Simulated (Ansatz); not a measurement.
## HfO₂ films: biaxial stress and wafer bow

Plane-wave DFT in Ansatz, r2SCAN, scalar-relativistic PAW potentials, cutoff 500 eV, no spin-orbit coupling; no spin polarisation. HfO₂ in space group P4_2/nmc, a structure that wasn't matched to a measured phase, strained equally along a and b of the conventional cell, with c and the atoms relaxed within the symmetry (a film with c along the normal). Stress is the in-plane mean, tension positive.

| strain (%) | stress (GPa) | E − E(0) (meV/atom) |
| --- | --- | --- |
| -4.5 | -30.91 | 91.7 |
| -3.0 | -19.90 | 39.9 |
| -1.5 | -9.56 | 9.7 |
| +0.0 | 0.01 | 0.0 |
| +1.5 | 8.75 | 9.3 |
| +3.0 | 16.68 | 36.2 |
| +4.5 | ? | 79.3 |

**Question.** Fit the stress, get the biaxial modulus and predict the missing row.

**Answer.** A parabola through the given rows is σ = -0.02 + 6.092 ε -0.1730 ε² GPa (ε in %), so M = dσ/dε = 609 GPa at zero. It predicts 23.89 GPa at +4.5 %; the run gave 23.75 GPa. The miss is 0.14 GPa, so the fit holds even one step beyond its range. The negative square term means that the film is stiffer in compression than in tension. The energies check it: E/V = Mε² at small strain, and a cubic fit with V = 11.09 Å³/atom gives M = 610 GPa, in agreement.

**Question.** How much does a 50 nm film at -0.3 % strain bow a 300 mm Si(001) wafer 775 μm thick?

**Answer.** The fit, without its small constant, gives σ = -1.84 GPa. Stoney's formula, κ = 6σt_f/(M_s t_s²) with M_s = 180.5 GPa for Si(001) (literature), gives |κ| = 5.09×10⁻³ m⁻¹ and a bow κr²/2 = 57.3 μm at r = 150 mm, with the film side convex (compression pushes the centre up). This assumes a single-crystal or fully textured, unrelaxed film at 0 K.

Cost: about 3.5 core-minutes for the runs cited, on Intel Xeon 6975P-C (Granite Rapids) (shared hosts).

This form isn't the usual stable structure of the compound.